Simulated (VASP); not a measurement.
## Mo: single point with PBEsol

Mo:

```
Mo
1.0
     2.71123    0.00000    0.00000
    -0.90374    2.55617    0.00000
     0.90374    1.27809    2.21371
Mo
1
Direct
  0.00000 0.00000 0.00000
```

```
Program             : VASP 6.6.1
Task                : single point
Functional          : PBEsol
Potentials or basis : VASP PAW PBE potentials, release 64 (Mo_sv)
Cutoff              : 520 eV
k mesh              : 15 × 15 × 24
Occupations         : methfessel-paxton, width 0.1 eV
Spin                : no spin polarisation
```

| Quantity | Value |
| --- | --- |
| Pressure | 0.4 GPa |
| Band gap on the k mesh | none (metal or under the smearing width) |

Levels at points of the mesh, in eV from the Fermi level:
```tsv
k point	band 3	band 4	band 5	band 6	band 7	band 8	band 9	band 10	band 11	band 12
(0.00, 0.00, 0.00)	-34.43	-34.43	-7.33	-1.39	-1.39	-1.39	1.70	1.70	14.85	14.85
(0.00, 0.00, 0.50)	-34.90	-34.44	-5.45	-3.49	1.69	1.74	2.39	4.93	11.94	11.98
```

Core levels (eV, on the scale of the bands):
```tsv
atom	levels
1 Mo	1s -19803.2, 2s -2783.4, 2p -2486.4, 3s -460.6, 3p -363.3, 3d -205.1
```

It took 3.9 min on 1 thread of Intel(R) Xeon(R) Platinum 8375C CPU @ 2.90GHz (Ice Lake), on a shared host, peak memory 0.32 GiB.

Caveat: the PAW data sets were made with another functional, which shifts forces and pressure a little.
